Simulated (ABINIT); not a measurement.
Runs of ABINIT 10.8.3 (patched build) on Al. The structure is cubic, space group Fm-3m (No. 225). The conventional cell has a = 4.050 Å, b = 4.050 Å, c = 4.050 Å, α = 90.00°, β = 90.00°, γ = 90.00°. Al (site symmetry m-3m) has 12 Al at 2.86 Å as nearest neighbours. 

```tsv
task	level	potentials or basis	cell	k mesh	cutoff (eV)	smearing	cutoff smearing ecutsm (Ha)	stop of the response cycle (tolvrs)	q points	q points (reduced)	bands in the sums	gap on the mesh (eV)	pressure (GPa)
phonons at a zone-boundary q	LDA	PseudoDojo NC SR LDA v0.4.1 standard	cell relaxed at zero pressure by an earlier run	10 × 10 × 10	435	fermi-dirac 0.2 eV	0.5	1e-09	["X"]	[[0.5, 0.0, 0.5]]	-	none	0.0
single point	PBE	PseudoDojo NC SR PBE v0.5 stringent	as given	8 × 8 × 8	435	fermi-dirac 0.05 eV	-	-	-	-	-	none	-0.9
optical spectrum	PBE	PseudoDojo NC SR PBE v0.5 stringent	as given	12 × 12 × 12, with 4 shifts	435	cold (ABINIT) 0.2 eV	-	-	-	-	8	-	(a)
phonons at a zone-boundary q	PBEsol	JTH PAW PBE v2.0	cell relaxed at zero pressure by an earlier run	10 × 10 × 10	408	methfessel-paxton 0.1 eV	0.5	1e-10	["X", "L"]	[[0.5, 0.0, 0.5], [0.5, 0.5, 0.5]]	-	none	-0.5
single point	PBE	PseudoDojo NC SR PBE v0.4.1 standard	as given	8 × 8 × 8	435	fermi-dirac 0.05 eV	-	-	-	-	-	none	-0.9
```

Alike in all rows: no spin polarisation.

Estimate the missing entries.

(a) -1.0.

Caveats: the mesh is coarse for a metal's response (some runs); the intraband (Drude) term is left out (some runs); spectra need much finer meshes, so this one isn't converged (some runs); independent-particle spectra lack excitons (some runs); the PAW data sets were made with another functional, which shifts forces and pressure a little (some runs).

A gap of «none» marks a metal or a gap under the smearing width.
